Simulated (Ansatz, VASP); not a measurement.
**NaI in VASP and in Ansatz**

```
Na I
1.0
     0.00000    3.22963    3.41469
     3.22963    0.00000    3.41469
     3.22963    3.22963    0.00000
Na I
1 1
Direct
  0.00000 0.00000 0.00000
  0.50000 0.50000 0.50000
```

Change from the starting cell: uniaxial_z strain +5.7%.

Alike in both runs: task single point; functional r2SCAN; k mesh 8 × 8 × 8; no spin polarisation.

```csv
,VASP,Ansatz
version,VASP 6.6.1,Ansatz 0.2.0
potentials or method,"VASP PAW PBE potentials, release 64 (Na_pv, I)","plane waves, PAW"
plane-wave cutoff (eV),520,500
occupations,"gaussian, width 0.01 eV",fixed
valence electrons in the cell,14,26
```

Ansatz gave:

| Item | Value |
| --- | --- |
| gap on the k mesh at the Fermi level (eV) | 4.26 |
| pressure (GPa) | -0.7 |
| largest component of the traceless stress (GPa) | 0.67 |

Question: What did VASP give for the same quantities?

Answer: gap on the k mesh at the Fermi level (eV): 4.26; pressure (GPa): -0.8; largest component of the traceless stress (GPa): 0.66.

The two sets of potentials don't hold the same shells in valence.

Caveats: the PAW data sets were made with another functional, which shifts forces and pressure a little (VASP); spin-orbit coupling is left out, which moves the levels of the heavy elements. A k mesh can miss the band edges.
